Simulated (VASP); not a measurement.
Here is a VASP 6.6.1 calculation.

INCAR

```
ADDGRID  = False        
ALGO     = Normal         # electronic algorithm
EDIFF    = 1E-8           # SCF threshold, eV
ENCUT    = 1400           # plane-wave cutoff, eV
GGA      = PE             # functional
ISIF     = 2              # what is computed and relaxed
ISMEAR   = 0              # smearing method
LASPH    = True           # aspherical terms in the spheres
LCHARG   = False          # write CHGCAR
LREAL    = False          # projectors in reciprocal space
LWAVE    = False          # write WAVECAR
NBANDS   = 20             # bands
NELM     = 100            # most SCF steps
PREC     = Accurate       # precision mode
SIGMA    = 0.05           # smearing width, eV
```

The input KPOINTS:

```
k-points
0
Gamma
  10 10 10
```

The input POSCAR:

```
MoS2
1.0
    1.5855000000      0.9153888518      6.1149966667
   -1.5855000000      0.9153888518      6.1149966667
    0.0000000000     -1.8307777036      6.1149966667
Mo S
1 2
Direct
    0.0420160000     -0.0158430000     -0.0051030000
    0.2187160000      0.2461180000      0.2820760000
    0.7250040000      0.7569390000      0.7741820000
```

Potentials or basis: VASP PAW PBE potentials, release 64 (Mo_sv, S_h).

Launch:

```bash
$ cat potpaw_PBE.64/Mo_sv/POTCAR potpaw_PBE.64/S_h/POTCAR > POTCAR
$ mpirun -np 1 vasp_std > vasp.out
```

(1) Estimate the band gap on the k mesh.

(2) Estimate the pressure.

Answers

(1) none (metal or under the smearing width).

(2) 7.9 GPa.
